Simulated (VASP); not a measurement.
Sb:

```xyz
1
Lattice="3.1600 0.0000 0.0000 0.0000 3.1600 0.0000 0.0000 0.0000 3.1600" Properties=species:S:1:pos:R:3 pbc="T T T"
Sb    0.0000    0.0000    0.0000
```

This isn't the form of Sb at room conditions, which is rhombohedral.

```yaml
Program: VASP 6.6.1
Task: relaxation of cell and atoms
Functional: PBEsol
Potentials_or_basis: VASP PAW PBE potentials, release 64 (Sb)
Cutoff: 600 eV
k_mesh: 8 × 8 × 8
Occupations: fermi-dirac, width 0.05 eV
Spin: no spin polarisation
```

At the start: pressure -4.7 GPa; volume 31.55 Å³/atom.

Question: How do energy, volume and symmetry change on relaxing?

Answer: Over 3 steps the energy falls by 41.1 meV/atom and the volume is 28.94 Å³/atom (-8.3 %); space group Pm-3m (No. 221, to 0.05 Å).

Step by step:
```tsv
step	energy change (eV)	largest force (eV/Å)	pressure (GPa)	volume (Å³)
1	0.0000	0.0000	-4.65	31.55
2	-0.0264	0.0000	3.53	27.55
3	-0.0411	0.0000	-0.01	28.94
```

Final structure:
```cif
data_structure
_symmetry_space_group_name_H-M 'P 1'
_symmetry_Int_Tables_number 1
_cell_length_a 3.0704
_cell_length_b 3.0704
_cell_length_c 3.0704
_cell_angle_alpha 90.000
_cell_angle_beta 90.000
_cell_angle_gamma 90.000
_cell_volume 28.94
loop_
_atom_site_label
_atom_site_type_symbol
_atom_site_fract_x
_atom_site_fract_y
_atom_site_fract_z
_atom_site_occupancy
Sb1 Sb 0.00000 0.00000 0.00000 1
```

Caveat: the PAW data sets were made with another functional, which shifts forces and pressure a little.
